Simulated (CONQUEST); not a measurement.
Crystal: SnTe.

```xyz
4
Lattice="4.4560 0.0000 0.0000 0.0000 4.4560 0.0000 0.0000 0.0000 6.3017" Properties=species:S:1:pos:R:3 pbc="T T T"
Te    0.0000    0.0000    3.1509
Te    2.2280    2.2280    0.0000
Sn    0.0000    0.0000    0.0000
Sn    2.2280    2.2280    3.1509
```

```yaml
Program: CONQUEST 1.3
Task: single point
Functional: PBE
Potentials_or_basis: PseudoDojo NC PBE, SZP, grid cutoff 120 Ha
k_mesh: 6 × 6 × 4
Occupations: fermi-dirac, width 0.05 eV
Spin: no spin polarisation
```

On this cell: pressure 3.5 GPa; largest force zero by symmetry; band gap on the k mesh 0.08 eV.

The same run follows on a disturbed copy (atoms moved at random, drawn with an rms of 0.05 Å):

```xyz
4
Lattice="4.4560 0.0000 0.0000 0.0000 4.4560 0.0000 0.0000 0.0000 6.3017" Properties=species:S:1:pos:R:3 pbc="T T T"
Te    0.0364    0.0363    3.1652
Te    2.2644    2.2642    0.0143
Sn    2.1984    2.2579    3.1312
Sn    4.4263    0.0299    6.2820
```

Question: What changes?

Answer: The energy moves by +1.2 meV/atom; pressure 3.6 GPa; largest force 0.096 eV/Å; band gap on the k mesh 0.11 eV.

Forces on the atoms (eV/Å):
```
Te  -0.069  0.000 -0.042
Te  -0.069  0.000 -0.042
Sn   0.078  0.005  0.055
Sn   0.078  0.005  0.055
```

The forces don't sum to zero, so they hold noise of the program's grid.

Caveats: the atomic basis is small; spin-orbit coupling is left out, which moves the levels of the heavy elements; the basis of atomic orbitals isn't converged, which shifts pressures, moduli and gaps; the box holds several primitive cells, so bands are folded and the points are those of the box's own zone (some runs); the real-space grid breaks the cell's symmetry a little (some runs).

A k mesh can miss the band edges.
